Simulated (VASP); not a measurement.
# CoO (Fm-3m) in VASP: notebook

The runs below take CoO through single point, with PBE.

Everything below comes from runs of VASP 6.6.1. Logs are shortened: lines on timing, memory, paths and dates and some standing lists are left out, and cuts for length are marked.

### Step 1. Starting point

It takes space group Fm-3m (No. 225, cubic). The conventional cell has a = 4.263 Å, b = 4.263 Å, c = 4.263 Å, α = 90.00°, β = 90.00°, γ = 90.00°. Co (site symmetry m-3m) is surrounded by 6 O at 2.13 Å. Around O (site symmetry m-3m) lie 6 Co at 2.13 Å.

### Step 2. Single point, PBE, collinear spin, ferromagnetic start

The input, INCAR:

```
PREC = Accurate ; ENCUT = 350
EDIFF = 1E-7 ; ISMEAR = 0
SIGMA = 0.02 ; LREAL = False
LASPH = True ; NELM = 120
ALGO = Normal ; ISIF = 2
LWAVE = False ; LCHARG = False
ISPIN = 2 ; MAGMOM = 3 0
LORBIT = 11 ; LMAXMIX = 4
GGA = PE ; NBANDS = 18
```

The input, KPOINTS:

```
regular mesh
0
Gamma
  10 10 10
```

The input, POSCAR:

```
CoO
1.0
    0.0000000000      2.1315000000      2.1315000000
    2.1315000000      0.0000000000      2.1315000000
    2.1315000000      2.1315000000      0.0000000000
Co O
1 1
Direct
    0.0000000000      0.0000000000      0.0000000000
    0.5000000000      0.5000000000      0.5000000000
```

Potentials or basis: VASP PAW PBE potentials, release 64 (Co, O).

The run is started by

```sh
> cat potpaw_PBE.64/Co/POTCAR potpaw_PBE.64/O/POTCAR > POTCAR
> mpirun -np 1 vasp_std > vasp.out
```

OUTCAR:

```text
PREC = Accurate
   ENCUT = 350
   EDIFF = 1E-7
   ISMEAR = 0
   LREAL = False
   LASPH = True
   NELM = 120
   ISIF = 2
   ISPIN = 2
   LORBIT = 11
   GGA = PE

 ion  position               nearest neighbor table
   1  0.000  0.000  0.000-   2 2.13   2 2.13   2 2.13   2 2.13   2 2.13   2 2.13
   2  0.500  0.500  0.500-   1 2.13   1 2.13   1 2.13   1 2.13   1 2.13   1 2.13

  LATTYP: Found a face centered cubic cell.
 ALAT       =     4.2630000000

  Lattice vectors:

 A1 = (   0.0000000000,   2.1315000000,   2.1315000000)
 A2 = (   2.1315000000,   0.0000000000,   2.1315000000)
 A3 = (   2.1315000000,   2.1315000000,   0.0000000000)

Analysis of symmetry for initial positions (statically):
=====================================================================
 Subroutine PRICEL returns:
 Original cell was already a primitive cell.

 Routine SETGRP: Setting up the symmetry group for a
 face centered cubic supercell.

 Subroutine GETGRP returns: Found 48 space group operations
 (whereof 48 operations were pure point group operations)
 out of a pool of 48 trial point group operations.

The static configuration has the point symmetry O_h .

Analysis of symmetry for dynamics (positions and initial velocities):
=====================================================================
 Subroutine PRICEL returns:
 Original cell was already a primitive cell.

 Routine SETGRP: Setting up the symmetry group for a
 face centered cubic supercell.

 Subroutine GETGRP returns: Found 48 space group operations
 (whereof 48 operations were pure point group operations)
 out of a pool of 48 trial point group operations.

The dynamic configuration has the point symmetry O_h .

Analysis of structural, dynamic, and magnetic symmetry:
=====================================================================
 Subroutine PRICEL returns:
 Original cell was already a primitive cell.

 Routine SETGRP: Setting up the symmetry group for a
 face centered cubic supercell.

 Subroutine GETGRP returns: Found 48 space group operations
 (whereof 48 operations were pure point group operations)
 out of a pool of 48 trial point group operations.

The overall configuration has the point symmetry O_h .

 Subroutine INISYM returns: Found 48 space group operations
 (whereof 48 operations are pure point group operations),
 and found     1 'primitive' translations

----------------------------------------------------------------------------------------

                                     Primitive cell

  volume of cell :      19.3681

  direct lattice vectors                    reciprocal lattice vectors
     0.000000000  2.131500000  2.131500000    -0.234576589  0.234576589  0.234576589
     2.131500000  0.000000000  2.131500000     0.234576589 -0.234576589  0.234576589
     2.131500000  2.131500000  0.000000000     0.234576589  0.234576589 -0.234576589

  length of vectors
     3.014396208  3.014396208  3.014396208     0.406298571  0.406298571  0.406298571

  position of ions in fractional coordinates (direct lattice)
     0.000000000  0.000000000  0.000000000
     0.500000000  0.500000000  0.500000000

  ion indices of the primitive-cell ions
   primitive index   ion index
                 1           1
                 2           2

----------------------------------------------------------------------------------------

 KPOINTS: regular mesh

Automatic generation of k-mesh.
 Grid dimensions read from file:
 generate k-points for:   10   10   10

 Generating k-lattice:

  Cartesian coordinates                     Fractional coordinates (reciprocal lattice)
    -0.023457659  0.023457659  0.023457659     0.100000000  0.000000000  0.000000000
     0.023457659 -0.023457659  0.023457659     0.000000000  0.100000000  0.000000000
     0.023457659  0.023457659 -0.023457659     0.000000000  0.000000000  0.100000000

  Length of vectors
     0.040629857  0.040629857  0.040629857

  Shift w.r.t. Gamma in fractional coordinates (k-lattice)
     0.000000000  0.000000000  0.000000000

 Subroutine IBZKPT returns following result:
 ===========================================

 Found     47 irreducible k-points:

 Following reciprocal coordinates:
            Coordinates               Weight
  0.000000  0.000000  0.000000      1.000000
  0.100000  0.000000  0.000000      8.000000
  0.200000  0.000000  0.000000      8.000000
  0.300000  0.000000  0.000000      8.000000
  0.400000  0.000000  0.000000      8.000000
  0.500000  0.000000  0.000000      4.000000
[... 16 lines left out ...]
  0.300000  0.300000  0.000000      6.000000
  0.400000  0.300000  0.000000     24.000000
 [... further k-points ...]
   k-points           NKPTS =     47   k-points in BZ     NKDIM =     47   number of bands    NBANDS=     18
   number of dos      NEDOS =    301   number of ions     NIONS =      2
   total plane-waves  NPLWV =   5832
   dimension x,y,z NGX =    18 NGY =   18 NGZ =   18
   dimension x,y,z NGXF=    36 NGYF=   36 NGZF=   36
   ions per type =               1   1
   NGX,Y,Z   is equivalent  to a cutoff of   9.93,  9.93,  9.93 a.u.
   NGXF,Y,Z  is equivalent  to a cutoff of  19.85, 19.85, 19.85 a.u.
 SYSTEM =  unknown system
   PREC   = accura    normal or accurate (medium, high low for compatibility)
   ISTART =      0    job   : 0-new  1-cont  2-samecut
   ICHARG =      2    charge: 1-file 2-atom 10-const
   ISPIN  =      2    spin polarized calculation?
   LNONCOLLINEAR =      F non collinear calculations
   LSORBIT =      F    spin-orbit coupling
   LASPH  =      T    aspherical Exc in radial PAW
   ENCUT  =  350.0 eV  25.72 Ry    5.07 a.u.   4.60  4.60  4.60*2*pi/ulx,y,z
   NELM   =    120;   NELMIN=  2; NELMDL= -5     # of ELM steps
   EDIFF  = 0.1E-06   stopping-criterion for ELM
   LREAL  =      F    real-space projection
   EDIFFG = 0.1E-05   stopping-criterion for IOM
   NSW    =      0    number of steps for IOM
   IBRION =     -1    ionic relax: 0-MD 1-quasi-New 2-CG
   NFREE  =      0    steps in history (QN), initial steepest desc. (CG)
   ISIF   =      2    stress and relaxation
   ISYM   =      2    0-nonsym 1-usesym 2-fastsym
   POTIM  = 0.5000    time-step for ionic-motion
   TEBEG  =    0.0;   TEEND  =   0.0 temperature during run
   PSTRESS=    0.0 pullay stress
   NELECT =      15.0000    total number of electrons
   NUPDOWN=      -1.0000    fix difference up-down
   EMIN   =  10.00;   EMAX   =-10.00  energy-range for DOS
   EFERMI =   0.00;   METHOD = LEGACY
   ISMEAR =     0;   SIGMA  =   0.02  broadening in eV -4-tet -1-fermi 0-gaus
   EFERMI_NEDOS =   21; number of points for ismear=-14 and -15
   IALGO  =     38    algorithm
   IMIX   =      4    mixing-type and parameters
     AMIX     =   0.40;   BMIX     =  1.00
     AMIX_MAG =   1.60;   BMIX_MAG =  1.00
  volume/ion in A,a.u.               =       9.68        65.35
  Fermi-wavevector in a.u.,A,eV,Ry     =   1.503407  2.841027 30.752334  2.260233
  Thomas-Fermi vector in A             =   2.614521
   LORBIT       =     11    0 simple, 1 ext, 2 COOP (PROOUT), +10 PAW based schemes
   GGA     = PE    functional components
   LHFCALC =     F    Hartree Fock is set to
   AEXX    =    0.0000 exact exchange contribution
   IVDW    =     0    specifies the selected vdW correction
   LEPSILON=     F    determine dielectric tensor
   LRPA    =     F    only Hartree local field effects (RPA)
 spin polarized calculation
 Gauss-broadening in eV      SIGMA  =   0.02
  energy-cutoff  :      350.00
  volume of cell :       19.37
 maximum number of plane-waves:       302
   NGX =  9   NGY =  9   NGZ =  9

 number of electron      15.0000025 magnetization       2.9339701

 Free energy of the ion-electron system (eV)
  ---------------------------------------------------
  ext. energy  EPLUGINS =         0.00000000
  ---------------------------------------------------
  free energy    TOTEN  =       -13.09569178 eV

  energy without entropy =      -13.09485564  energy(sigma->0) =      -13.09527371

 E-fermi :   7.8753     XC(G=0): -12.3968

 val. band max:        7.8698203843   @ k =  -0.4000   0.4000   0.1000
 cond. band min:       7.8847127760   @ k =   0.4000   0.1000   0.0000
 fundamental gap:      0.0148923918
 Fermi energy:         7.8753077108

 spin component 1

 k-point     1 :       0.0000    0.0000    0.0000
  band No.  band energies     occupation
      1     -12.3244      1.00000
      2       4.5951      1.00000
      3       4.5951      1.00000
      4       4.7643      1.00000
      5       4.7643      1.00000
      6       4.7643      1.00000
[... 10 lines left out ...]
     17      29.3098      0.00000
     18      32.7962      0.00000
[... 463 lines left out ...]
 k-point    24 :       0.4000    0.3000    0.0000
  band No.  band energies     occupation
      1     -11.2742      1.00000
      2       0.8875      1.00000
      3       2.9600      1.00000
      4       3.1889      1.00000
      5       4.4351      1.00000
      6       5.1958      1.00000
[... 10 lines left out ...]
     17      37.5597      0.00000
     18      38.6686      0.00000

 [... further k-points ...]

 spin component 2

 k-point     1 :       0.0000    0.0000    0.0000
  band No.  band energies     occupation
      1     -11.8158      1.00000
      2       5.3271      1.00000
      3       5.3271      1.00000
      4       5.3271      1.00000
      5       6.7826      1.00000
      6       6.7827      1.00000
[... 10 lines left out ...]
     17      30.2714      0.00000
     18      33.6112      0.00000
[... 463 lines left out ...]
 k-point    24 :       0.4000    0.3000    0.0000
  band No.  band energies     occupation
      1     -10.7102      1.00000
      2       1.5521      1.00000
      3       3.7435      1.00000
      4       4.0243      1.00000
      5       6.1835      1.00000
      6       7.9665      0.00000
[... 10 lines left out ...]
     17      37.9838      0.00000
     18      39.1193      0.00000

 [... further k-points ...]

------------------------ aborting loop because EDIFF is reached ----------------------------------------

  FORCE on cell =-STRESS in cart. coord.  units (eV):
  Direction    XX          YY          ZZ          XY          YZ          ZX
  --------------------------------------------------------------------------------------
  -------------------------------------------------------------------------------------
  Total       -2.1920502     -2.1920502     -2.1920502     -0.0000000      0.0000000     -0.0000000
  in kB     -181.3322559   -181.3322559   -181.3322559     -0.0000000      0.0000000     -0.0000000
  external PRESSURE =    -181.3322559 kB  Pullay stress =       0.0000000 kB

 VOLUME and BASIS-vectors are now :
 -----------------------------------------------------------------------------
  energy-cutoff  :      350.00
  volume of cell :       19.37
      direct lattice vectors                 reciprocal lattice vectors
     0.000000000  2.131500000  2.131500000    -0.234576589  0.234576589  0.234576589
     2.131500000  0.000000000  2.131500000     0.234576589 -0.234576589  0.234576589
     2.131500000  2.131500000  0.000000000     0.234576589  0.234576589 -0.234576589

 POSITION                                       TOTAL-FORCE (eV/Angst)
 -----------------------------------------------------------------------------------
      0.00000      0.00000      0.00000         0.000000      0.000000     -0.000000
      2.13150      2.13150      2.13150         0.000000      0.000000      0.000000
 -----------------------------------------------------------------------------------
    total drift:                               -0.000000      0.000000     -0.000000

  FREE ENERGIE OF THE ION-ELECTRON SYSTEM (eV)
  ---------------------------------------------------
  free  energy   TOTEN  =       -13.0956917802 eV

  energy  without entropy=      -13.0948556371  energy(sigma->0) =      -13.09527371

 total charge

# of ion       s       p       d       tot
------------------------------------------
    1        0.294   0.354   7.126   7.774
    2        1.609   3.461   0.000   5.070
--------------------------------------------------
tot          1.903   3.815   7.126  12.844

 magnetization (x)

# of ion       s       p       d       tot
------------------------------------------
    1        0.021   0.018   2.541   2.579
    2        0.030   0.278   0.000   0.307
--------------------------------------------------
tot          0.050   0.296   2.541   2.887
```

Wall time 29 s (1 thread of Intel Xeon Platinum 8488C (Sapphire Rapids), shared host); peak memory 0.13 GiB.

The run converged, but a check on its numbers failed (symmetry, net force, bounds or a known fault of this set-up), so they aren't taken as properties of the crystal.

Caveat: the cutoff lies under the usual one of these potentials, so the numbers hold a large basis-set error; a cell with one magnetic atom can't hold antiferromagnetic order, which such compounds often take; semilocal functionals often make such compounds metallic where correlation or magnetic order opens a gap, which also shifts bond lengths.

### Step 3. Single point, PBE, collinear spin, ferromagnetic start

Edit INCAR of step 2 so:

```diff
@@ -1,2 +1,2 @@
-PREC = Accurate ; ENCUT = 350
+PREC = Accurate ; ENCUT = 400
 EDIFF = 1E-7 ; ISMEAR = 0
```

KPOINTS is that of step 2.

POSCAR is that of step 2.

Potentials or basis: VASP PAW PBE potentials, release 64 (Co, O).

The run is started by

```sh
> cat potpaw_PBE.64/Co/POTCAR potpaw_PBE.64/O/POTCAR > POTCAR
> mpirun -np 1 vasp_std > vasp.out
```

Run time: 24 s. Hardware: 1 thread of Intel Xeon Platinum 8488C (Sapphire Rapids), shared host; peak memory 0.14 GiB.

Results (log left out):

```
Free energy                                           : -13.0604 eV
Band gap on the k mesh                                : none (metal or under the smearing width)
Net moment                                            : 2.93 μB per cell
Site moments                                          : Co +2.57; O +0.31 μB
Valence electrons inside the program's atomic spheres : Co 7.78; O 5.02
```

Levels at points of the mesh, in eV from the Fermi level:
Spin up:
```csv
k point,band 6,band 7,band 8,band 9,band 10,band 11,band 12,band 13
"(0.00, 0.00, 0.00)",-3.11,-3.08,-3.08,-3.08,0.99,16.86,18.12,18.12
"(0.50, 0.00, 0.00)",-2.37,-1.81,0.10,0.10,5.07,9.35,13.43,13.43
"(0.50, 0.50, 0.00)",-2.93,-2.44,-2.09,-2.09,5.85,9.83,11.68,15.77
```
Spin down:
| k point | band 3 | band 4 | band 5 | band 6 | band 7 | band 8 | band 9 | band 10 |
| --- | --- | --- | --- | --- | --- | --- | --- | --- |
| (0.00, 0.00, 0.00) | -2.54 | -2.54 | -1.09 | -1.09 | -1.09 | 0.07 | 0.07 | 1.53 |
| (0.50, 0.00, 0.00) | -4.60 | -4.60 | -0.13 | -0.13 | 0.18 | 2.70 | 2.70 | 5.36 |
| (0.50, 0.50, 0.00) | -3.78 | -3.78 | -2.20 | 0.12 | 0.12 | 0.54 | 0.99 | 6.71 |

Caveat: the cutoff is under 1.25 times the usual one of these potentials, so pressure, stress and relaxed cells hold a basis-set (Pulay) error; a cell with one magnetic atom can't hold antiferromagnetic order, which such compounds often take; semilocal functionals often make such compounds metallic where correlation or magnetic order opens a gap, which also shifts bond lengths.

### Step 4. Single point, PBE, collinear spin, ferromagnetic start

Edit INCAR of step 3 so:

```diff
@@ -1,2 +1,2 @@
-PREC = Accurate ; ENCUT = 400
+PREC = Accurate ; ENCUT = 450
 EDIFF = 1E-7 ; ISMEAR = 0
```

KPOINTS is that of step 3.

POSCAR is that of step 3.

The run is started by

```sh
> cat potpaw_PBE.64/Co/POTCAR potpaw_PBE.64/O/POTCAR > POTCAR
> mpirun -np 1 vasp_std > vasp.out
```

It took 38 s on 1 thread of Intel Xeon Platinum 8488C (Sapphire Rapids), shared host; peak memory 0.16 GiB.

It converged, with:

| Item | Value |
| --- | --- |
| Free energy | -13.0488 eV |
| Band gap on the k mesh | none (metal or under the smearing width) |
| Net moment | 2.93 μB per cell |
| Site moments | Co +2.57; O +0.30 μB |
| Valence electrons inside the program's atomic spheres | Co 7.79; O 4.99 |

Levels at points of the mesh, in eV from the Fermi level:
Spin up:
```
           k point  band 5  band 6  band 7  band 8  band 9  band 10  band 11  band 12  band 13  band 14
(0.00, 0.00, 0.00)   -3.10   -3.10   -3.07   -3.07   -3.07     0.99    16.86    18.12    18.12    18.12
(0.50, 0.00, 0.00)   -2.36   -2.36   -1.81    0.10    0.10     5.07     9.33    13.43    13.43    20.44
(0.50, 0.50, 0.00)   -3.92   -2.93   -2.43   -2.08   -2.08     5.86     9.82    11.67    15.73    15.73
```
Spin down:
| k point | band 3 | band 4 | band 5 | band 6 | band 7 | band 8 | band 9 | band 10 |
| --- | --- | --- | --- | --- | --- | --- | --- | --- |
| (0.00, 0.00, 0.00) | -2.53 | -2.53 | -1.09 | -1.09 | -1.09 | 0.07 | 0.07 | 1.53 |
| (0.50, 0.00, 0.00) | -4.59 | -4.59 | -0.13 | -0.13 | 0.18 | 2.70 | 2.70 | 5.36 |
| (0.50, 0.50, 0.00) | -3.78 | -3.78 | -2.20 | 0.12 | 0.12 | 0.53 | 0.99 | 6.71 |

Caveat: the cutoff is under 1.25 times the usual one of these potentials, so pressure, stress and relaxed cells hold a basis-set (Pulay) error; a cell with one magnetic atom can't hold antiferromagnetic order, which such compounds often take; semilocal functionals often make such compounds metallic where correlation or magnetic order opens a gap, which also shifts bond lengths. With open d or f shells a metallic result of PBE can be an artefact of self-interaction; +U or a hybrid may open a gap.
